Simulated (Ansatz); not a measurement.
Crystal: Bi.

```xyz
4
Lattice="4.6584 0.0000 0.0000 0.0000 4.5264 0.0000 -0.3460 0.0000 6.5119" Properties=species:S:1:pos:R:3 pbc="T T T"
Bi    0.9120    1.1316    4.8757
Bi    3.4005    3.3948    1.6362
Bi    1.0780    1.1316    1.6207
Bi    3.2345    3.3948    4.8913
```

| Quantity | Value |
| --- | --- |
| Program | Ansatz 0.2.0 |
| Task | single point |
| Functional | PBEsol |
| Potentials or basis | Ansatz PAW |
| Cutoff | 420 eV (not typed: the program's choice for these potentials) |
| k mesh | 6 × 6 × 4 |
| Occupations | fermi-dirac, width 0.05 eV |
| Spin | no spin polarisation |

On this cell: pressure -1.4 GPa; largest force under 0.003 eV/Å; band gap on the k mesh none (metal or under the smearing width).

The same run follows on a disturbed copy (atoms moved at random, drawn with an rms of 0.05 Å):

```xyz
4
Lattice="4.6584 0.0000 0.0000 0.0000 4.5264 0.0000 -0.3460 0.0000 6.5119" Properties=species:S:1:pos:R:3 pbc="T T T"
Bi    0.9155    1.1118    4.9079
Bi    3.4012    3.4053    1.6215
Bi    1.1304    1.0979    1.6351
Bi    3.2001    3.3291    4.8999
```

**Question.** What does the disturbed cell give?

**Answer.** The energy (extrapolated to zero smearing) moves by -1.4 meV/atom; pressure -1.3 GPa; largest force 0.131 eV/Å; band gap on the k mesh none (metal or under the smearing width).

Forces on the atoms (eV/Å):
```
Bi  -0.046  0.123 -0.006
Bi   0.001  0.121 -0.006
Bi   0.008 -0.121  0.001
Bi   0.037 -0.123  0.011
```

Stress tensor (GPa, compression positive):
```
-2.03 -0.02  0.30
-0.02 -1.29 -0.01
 0.30 -0.01 -0.48
```

The energy falls, though the first cell shows no forces: that form is unstable against this distortion, unless noise or another electronic state is at work.

Caveats: spin-orbit coupling is left out, which moves the levels of the heavy elements; the PAW data sets come from PBE, with cores solved anew for the run's functional, which leaves a small shift of forces and pressure.
